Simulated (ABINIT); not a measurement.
## Quasiparticle gap of CaO (Lime) in ABINIT

Aim: the G0W0 gap of CaO (Lime) on PBE, step by step.

Calculated with ABINIT 10.8.3; PBE and many-body steps on it, plane waves.

## (1) Set-up

Symmetry: Fm-3m, No. 225, cubic system. Conventional cell: a = 4.813 Å, b = 4.813 Å, c = 4.813 Å, α = 90.00°, β = 90.00°, γ = 90.00°. Nearest to Ca lie 6 O at 2.41 Å. O has 6 Ca at 2.41 Å nearest. Farther neighbours and most contacts between anions are not listed.

As a file:

```cif
data_structure
_symmetry_space_group_name_H-M 'P 1'
_symmetry_Int_Tables_number 1
_cell_length_a 3.4033
_cell_length_b 3.4033
_cell_length_c 3.4033
_cell_angle_alpha 60.000
_cell_angle_beta 60.000
_cell_angle_gamma 60.000
_cell_volume 27.87
loop_
_atom_site_label
_atom_site_type_symbol
_atom_site_fract_x
_atom_site_fract_y
_atom_site_fract_z
_atom_site_occupancy
Ca1 Ca 0.00000 0.00000 0.00000 1
O2 O 0.50000 0.50000 0.50000 1
```

The cell and positions come from the Crystallography Open Database and are kept as given unless a step says otherwise.

## (2) Ground state

This step: ABINIT 10.8.3; DFT, PBE, plane waves, norm-conserving pseudopotentials.

The ground-state density comes first.

The input, run.abi:

```
acell 3*1.0 Angstrom
rprim 
  -0.000000000000 2.406500000000 2.406500000000
  2.406500000000 -0.000000000000 2.406500000000
  2.406500000000 2.406500000000 -0.000000000000
ntypat 2
znucl 20 8
natom 2
typat 1 2
xred 
  0.000000000000 0.000000000000 0.000000000000
  0.500000000000 0.500000000000 0.500000000000
pp_dirpath "pseudos"
pseudos "Ca.upf, O.upf"
ecut 36
ngkpt 8 8 8
nshiftk 1
shiftk 0 0 0
kptopt 1
chksymbreak 0
nband 13
occopt 1
tolvrs 1e-10
nstep 60
prtwf 0
optforces 0
optstress 0
indata_prefix "in"
outdata_prefix "out"
tmpdata_prefix "tmp"
```

On the command line:

```sh
OMP_NUM_THREADS=1 mpirun -n 8 abinit run.abi > log
```

Numbers of over 12 decimals in the logs are rounded to 6 here.

What it wrote:

```text
.Version 10.8.3 of ABINIT. v10.8.2 released Aug 2026.

 Symmetries : space group Fm -3 m (#225); Bravais cF (face-center cubic)
================================================================================
 Values of the parameters that define the memory need of the present run
     intxc =       0    ionmov =       0      iscf =       7    lmnmax =       6
     lnmax =       6     mgfft =      36  mpssoang =       3    mqgrid =    3001
     natom =       2  nloc_mem =       1    nspden =       1   nspinor =       1
    nsppol =       1      nsym =      48    n1xccc =    2501    ntypat =       2
    occopt =       1   xclevel =       2
-    mband =          13        mffmem =           1         mkmem =           4
       mpw =        1964          nfft =       46656          nkpt =          29
================================================================================
  Rough estimation (10% accuracy) of disk space for files :
================================================================================

--------------------------------------------------------------------------------
------------- Echo of variables that govern the present computation ------------
--------------------------------------------------------------------------------
 -outvars: echo values of preprocessed input variables --------
            acell      1.8897261259E+00  1.8897261259E+00  1.8897261259E+00 Bohr

      chksymbreak           0
             ecut      3.60000000E+01 Hartree
-          fftalg         312

              ixc     -101130
              kpt      0.00000000E+00  0.00000000E+00  0.00000000E+00
                       1.25000000E-01  0.00000000E+00  0.00000000E+00
                       2.50000000E-01  0.00000000E+00  0.00000000E+00
                       3.75000000E-01  0.00000000E+00  0.00000000E+00
                       5.00000000E-01  0.00000000E+00  0.00000000E+00
                       1.25000000E-01  1.25000000E-01  0.00000000E+00
                       2.50000000E-01  1.25000000E-01  0.00000000E+00
                       3.75000000E-01  1.25000000E-01  0.00000000E+00
                       5.00000000E-01  1.25000000E-01  0.00000000E+00
   [... 18 further rows ...]
                      -3.75000000E-01  5.00000000E-01  1.25000000E-01
                      -2.50000000E-01  5.00000000E-01  2.50000000E-01
         kptrlatt        8    0    0      0    8    0      0    0    8
          kptrlen      5.14505140E+01
P           mkmem           4
            natom           2
            nband          13
            ngfft          36      36      36
             nkpt          29
            nstep          60
             nsym          48
           ntypat           2
              occ      2.000000  2.000000  2.000000  2.000000  2.000000  2.000000
                       2.000000  2.000000  0.000000  0.000000  0.000000  0.000000
                       0.000000
        optforces           0
        optstress           0
            prtwf           0
            rprim     -0.0000000000E+00  2.4065000000E+00  2.4065000000E+00
[...]
spgroup         225

           tolvrs      1.00000000E-10

             xred      0.0000000000E+00  0.0000000000E+00  0.0000000000E+00
[...]
znucl       20.00000    8.00000

================================================================================

 chkinp: Checking input parameters for consistency.

================================================================================
== DATASET  1 ==================================================================
-   mpi_nproc: 8, omp_nthreads: 1 (-1 if OMP is not activated)

--- !DatasetInfo
iteration_state: {dtset: 1, }
dimensions: {natom: 2, nkpt: 29, mband: 13, nsppol: 1, nspinor: 1, nspden: 1, mpw: 1964, }
cutoff_energies: {ecut:  36.0, pawecutdg:  -1.0, }
electrons: {nelect:   1.60000000E+01, charge:   0.00000000E+00, occopt:   1.00000000E+00, tsmear:   1.00000000E-02, }

 Real(R)+Recip(G) space primitive vectors, cartesian coordinates (Bohr,Bohr^-1):
 R(1)=  0.0000000  4.5476259  4.5476259  G(1)= -0.1099475  0.1099475  0.1099475
 R(2)=  4.5476259  0.0000000  4.5476259  G(2)=  0.1099475 -0.1099475  0.1099475
 R(3)=  4.5476259  4.5476259  0.0000000  G(3)=  0.1099475  0.1099475 -0.1099475
 Unit cell volume ucvol=  1.8809801E+02 bohr^3
 Angles (23,13,12)=  6.00000000E+01  6.00000000E+01  6.00000000E+01 degrees

 getcut: wavevector=  0.0000  0.0000  0.0000  ngfft=  36  36  36
         ecut(hartree)=     36.000   => boxcut(ratio)=   2.07246

--- Pseudopotential description ------------------------------------------------
- Ca Generated using ONCVPSP code by D. R. Hamann
- 20.00000  10.00000  171031                  znucl, zion, pspdat
12 -101130 2 -1 1766                          pspcod,pspxc,lmax,lloc,mmax
     nproj     2     2     2
  pspatm : epsatm=   12.33471919
         --- l  ekb(1:nproj) -->
[...]
pspatm: atomic psp has been read  and splines computed

- O Generated using ONCVPSP code by D. R. Hamann
-  8.00000   6.00000  171031                  znucl, zion, pspdat
12 -101130 2 -1 936                           pspcod,pspxc,lmax,lloc,mmax
     nproj     2     2     1
  pspatm : epsatm=    6.19545534
         --- l  ekb(1:nproj) -->
[...]
1   -4.717130   -1.149271
             2   -1.331955
 pspatm: atomic psp has been read  and splines computed

   2.96482793E+02                                ecore*ucvol(ha*bohr**3)
--------------------------------------------------------------------------------

_setup2: Arith. and geom. avg. npw (full set) are    1940.436    1940.412

================================================================================

--- !BeginCycle
iteration_state: {dtset: 1, }
solver: {iscf: 7, nstep: 60, nline: 4, wfoptalg: 0, }
tolerances: {tolvrs: 1.00E-10, }

     iter   Etot(hartree)      deltaE(h)  residm     vres2
 ETOT  1  -55.233271494428    -5.523E+01 1.514E-01 5.754E+02
 ETOT  2  -55.004690637663     2.286E-01 5.139E-02 1.430E+03
 ETOT  3  -55.380443762184    -3.758E-01 1.474E-02 2.430E+01
 ETOT  4  -55.386725259412    -6.281E-03 4.894E-03 1.142E+00
 ETOT  5  -55.386742926157    -1.767E-05 3.231E-03 6.128E-01
 ETOT  6  -55.386904093586    -1.612E-04 1.541E-03 1.632E-02
 ETOT  7  -55.386908013823    -3.920E-06 1.937E-03 2.791E-04
 ETOT  8  -55.386908058106    -4.428E-08 1.246E-03 3.790E-06
 ETOT  9  -55.386908058756    -6.503E-10 2.295E-03 1.125E-06
 ETOT 10  -55.386908059092    -3.360E-10 1.205E-03 1.054E-09
 ETOT 11  -55.386908059093    -7.390E-13 1.935E-03 9.254E-11

 At SCF step   11       vres2   =  9.25E-11 < tolvrs=  1.00E-10 =>converged.

--- !ResultsGS
iteration_state: {dtset: 1, }
comment   : Summary of ground state results
lattice_vectors:
- [ -0.0000000,   4.5476259,   4.5476259, ]
- [  4.5476259,  -0.0000000,   4.5476259, ]
- [  4.5476259,   4.5476259,  -0.0000000, ]
lattice_lengths: [   6.43131,    6.43131,    6.43131, ]
lattice_angles: [ 60.000,  60.000,  60.000, ] # degrees, (23, 13, 12)
lattice_volume:   1.8809801E+02
convergence: {deltae: -7.390E-13, res2:  9.254E-11, residm:  1.935E-03, diffor:  0.000E+00, }
etotal    :  -5.53869081E+01
entropy   :   0.00000000E+00
fermie    :   1.86115127E-01
cartesian_stress_tensor: null
pressure_GPa: null
xred      :
- [  0.0000E+00,   0.0000E+00,   0.0000E+00, Ca]
- [  5.0000E-01,   5.0000E-01,   5.0000E-01,  O]
cartesian_forces: null
force_length_stats: {min: null, max: null, mean: null, }

 Integrated electronic density in atomic spheres:
 ------------------------------------------------
 Atom  Sphere_radius  Integrated_density
    1        2.00000          7.65233652
    2        2.00000          6.16580487
================================================================================

 ----iterations are completed or convergence reached----

 Mean square residual over all n,k,spin=   67.419E-07; max=  19.352E-04
 reduced coordinates (array xred) for    2 atoms
       0.000000000000      0.000000000000      0.000000000000
       0.500000000000      0.500000000000      0.500000000000
 rms dE/dt=  0.0000E+00; max dE/dt=  0.0000E+00; dE/dt below (all hartree)
    1       0.000000000000      0.000000000000      0.000000000000
    2       0.000000000000      0.000000000000      0.000000000000

 cartesian coordinates (angstrom) at end:
    1      0.000000     0.000000     0.000000
    2      2.406500     2.406500     2.406500
 length scales=  1.889726125908  1.889726125908  1.889726125908 bohr
              =  1.000000000000  1.000000000000  1.000000000000 angstroms
 prteigrs : about to open file out_EIG
 Fermi (or HOMO) energy (hartree) =   0.18612   Average Vxc (hartree)=  -0.38719
 Eigenvalues (hartree) for nkpt=  29  k points:
 kpt#   1, nband= 13, wtk=  0.00195, kpt=  0.0000  0.0000  0.0000 (reduced coord)
  -1.19837   -0.49133   -0.49133   -0.49133   -0.38219    0.18612    0.18612    0.18612
   0.35937    0.41497    0.41497    0.41497    0.46974
 prteigrs : prtvol=0 or 1, do not print more k-points.

--- !EnergyTerms
iteration_state     : {dtset: 1, }
comment             : Components of total free energy in Hartree
kinetic             :  2.44522709864429E+01
hartree             :  1.03702406318974E+01
xc                  : -1.16201536039229E+01
Ewald energy        : -4.14671963569245E+01
psp_core            :  1.57621442198582E+00
local_psp           : -3.94509884660682E+01
non_local_psp       :  7.52704327496218E-01
total_energy        : -5.53869080590932E+01
total_energy_eV     : -1.50715454816662E+03
band_energy         : -5.25791741599969E+00

== END DATASET(S) ==============================================================
================================================================================

 -outvars: echo values of variables after computation  --------
           etotal     -5.5386908059E+01
            nband          13
             nkpt          29
          spgroup         225
 [... the other variables as echoed above ...]

 Calculation completed.
```

The job ended after 4.7 s (8 MPI ranks of Arm Neoverse V2, shared host; peak memory 0.52 GiB; 37 s of CPU time).

This step gave:

```yaml
total_energy: -1507.1545 eV
gap: 3.662 eV
k_of_the_valence_top: 0, 0, 0
k_of_the_conduction_bottom: 0.5, 0.5, 0
least_direct_gap: 4.037 eV
```

The gap is indirect, with the least direct gap 0.37 eV higher.

[end of part 1 of 3]

[Paths, hosts, dates, memory and timing lines, banners, echoed tables and standing remarks are left out of the program output.]

[Logs are printed without paths, hosts, clocks, repeated set-up lines and the standing remarks that a program may print on its own settings, such as how far it seeks lower states.]

[Runs of the session that timed out or met a known fault of the program may be left out.]

[Hosts, paths, dates, database ids (printed as entryN), source tags and the programs' standing remarks are cut or masked in the printed files.]

[G0W0 gaps are taken among the corrected bands and points alone; a level outside them can change the order at an edge.]

[Where Ansatz stands beside ABINIT at settings called matched, ABINIT's density can come from a denser mesh and the files from another edition; pairs whose starting gaps differed by over 0.03 eV were left out, so agreement reads better than it is.]
